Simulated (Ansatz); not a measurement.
Consider the hydrogen abstraction from a C–H bond: `CF` + `F[C](F)F`• → `[CH2]F`• + `FC(F)F`.

Calculated with Ansatz (gas phase, PBE0-D4/def2-TZVP geometries, no zero-point term in ΔE). CBS: MP2 limit from def2 TZ/QZ plus the TZ coupled-cluster correction, frozen cores. This one scheme is used for every species. Functionals use def2-TZVPP. B3LYP here is the variant with VWN-RPA as its local correlation; programs differ in this. No spin–orbit coupling; open shells (•) take unrestricted orbitals.

(1) Is it downhill or uphill in electronic energy at CCSD(T)/CBS, and by how much? (An estimate is asked.)

(2) What do these levels give: revPBE-D4, r2SCAN-D4, B3LYP-D4, r2SCANh-D4, CAM-B3LYP-D4, B2PLYP, PBE-QIDH, PBE, r2SCAN, r2SCANh, RPA@PBE/def2-TZVPP, SCS-MP2/def2-TZVPP? (An estimate is asked.)

Largest T1 diagnostic among the species: 0.015.

## Answers

(1) Computed: Downhill: ΔE = -21.4 kJ/mol.

(2) The calculation gave: revPBE-D4 -12.5, r2SCAN-D4 -16.7, B3LYP-D4 -16.6, r2SCANh-D4 -17.2, CAM-B3LYP-D4 -18.5, B2PLYP -18.0, PBE-QIDH -18.9, PBE -12.5, r2SCAN -16.6, r2SCANh -17.2, RPA@PBE/def2-TZVPP -19.6, SCS-MP2/def2-TZVPP -20.3 kJ/mol.

Leaving LDA and LC-ωPBE aside and taking each functional with its dispersion term where it has one, the values, not all of them listed here, spread over 9.8 kJ/mol, from ωB97M-V to revPBE-D4. From PBE to PBE0 (25 % exact exchange), in def2-TZVPP and without D4, ΔE moves by −3.4 kJ/mol.
